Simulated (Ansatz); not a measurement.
**Be: strain and displacement**

```
Be
1.0
    -1.25024    1.25024    1.25024
     1.25024   -1.25024    1.25024
     1.25024    1.25024   -1.25024
Be
1
Direct
  0.00000 0.00000 0.00000
```

The cell was built from the bcc type and relaxed in the same program, and has space group Im-3m; it needn't be a known or the stable phase.

All numbers below come from Ansatz 0.2.0, DFT, PBE, all-electron LAPW, scalar-relativistic.

Numerical set-up: a Γ-centred 20×20×20 k mesh, Fermi–Dirac smearing of 0.05 eV, basis error target 1 meV/atom, no spin polarisation.

The unchanged cell is at -0.04 GPa.

In a metal, stresses and small energies carry noise from the k mesh.

x, y and z are the Cartesian axes of the cell as listed; fractional coordinates follow a strain, and an engineering shear is twice the off-diagonal strain component.

Task: With this change (z strained by -3 % at fixed volume), what becomes of the energy and stress?

Result: Energy change +4 meV/atom; stress change (xx, yy, zz, yz, xz, xy) -0.97, -0.97, 2.78, 0.00, 0.00, 0.00 GPa, compression positive.

With z strained by +1.5 % at fixed volume: energy change +1 meV/atom; stress change (xx, yy, zz, yz, xz, xy) 0.96, 0.96, -1.84, 0.00, 0.00, 0.00 GPa, compression positive.
